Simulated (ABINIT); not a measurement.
Runs of ABINIT 10.8.3 (patched build) on KZnF3. The structure is cubic, space group Pm-3m (No. 221). The conventional cell has a = 4.050 Å, b = 4.050 Å, c = 4.050 Å, α = 90.00°, β = 90.00°, γ = 90.00°. Zn (site symmetry m-3m) is surrounded by 6 F at 2.02 Å. Around K (site symmetry m-3m) lie 12 F at 2.86 Å. F (site symmetry 4/mmm) is surrounded by 2 Zn at 2.02 Å. 

```tsv
task	level	potentials or basis	cell	k mesh	cutoff (eV)	smearing	cell freedom (optcell)	optimiser (ionmov)	cutoff smearing ecutsm (Ha)	force stop (Ha/bohr)	fine-grid cutoff	mesh quality	gap on the mesh (eV)	pressure (GPa)	relaxed volume (Å³/atom)
relaxation of cell and atoms	LDA	JTH PAW LDA v2.0	relaxed	5 × 5 × 5	626	fermi-dirac 0.05 eV	2	2	0.5	2e-05	1224.51 eV	not flagged	3.98	0.0	12.54
optical spectrum	LDA	PseudoDojo NC SR LDA v0.4.1 standard	as given	8 × 8 × 8, shifted	1088	fixed	-	-	-	-	-	not flagged	-	-5.2	-
relaxation of cell and atoms	LDA	PseudoDojo NC SR LDA v0.4.1 standard	relaxed	5 × 5 × 5	1143	fermi-dirac 0.05 eV	2	2	0.5	2e-05	-	not flagged	4.15	0.0	(a)
one-shot levels of the hybrid HSE03	PBE	PseudoDojo NC SR PBE v0.4.1 standard	as given	4 × 4 × 4	1143	fixed	-	-	-	-	-	not flagged	3.99	-	-
single point	LDA	PseudoDojo NC SR LDA v0.4.1 standard	as given	5 × 5 × 5	1088	fermi-dirac 0.05 eV	-	-	-	-	-	not flagged	(b)	-5.2	-
dielectric tensor	LDA	PseudoDojo NC SR LDA v0.4.1 standard	as given	4 × 4 × 4, shifted	1088	fixed	-	-	-	-	-	coarse	-	-5.2	-
one-shot levels of the hybrid HSE06	PBE	PseudoDojo NC SR PBE v0.4.1 standard	as given	4 × 4 × 4	1088	fixed	-	-	-	-	-	not flagged	3.99	-	-
relaxation of cell and atoms	PBE	SPMS NC PBE v1.0	relaxed	5 × 5 × 5	1088	fermi-dirac 0.05 eV	2	2	0.5	2e-05	-	not flagged	4.06	0.0	14.01
single point	PBE	PseudoDojo NC SR PBE v0.4.1 standard	as given	5 × 5 × 5	1088	fermi-dirac 0.05 eV	-	-	-	-	-	not flagged	4.20	(c)	-
single point	PBE	PseudoDojo NC SR PBE v0.5 standard	as given	5 × 5 × 5	1034	fermi-dirac 0.05 eV	-	-	-	-	-	not flagged	4.20	3.5	-
dielectric tensor	PBE	PseudoDojo NC SR PBE v0.5 standard	as given	4 × 4 × 4, shifted	1034	fixed	-	-	-	-	-	coarse	-	3.5	-
```

Alike in all rows: no spin polarisation.

Q: Fill in the values left out.

A: (a) 12.49; (b) 3.95; (c) 4.0.

Caveats: some runs use coarse meshes; an odd mesh through Γ misses points on the zone boundary, where band edges often lie (some runs); Libxc's HSE differs a little from that of other programs (some runs); this build's HSE levels may be imprecise (some runs); the cell is more than 3 GPa from zero pressure, which shifts response properties (some runs); spectra need much finer meshes, so this one isn't converged (some runs).

Not every run made on this cell is shown here.
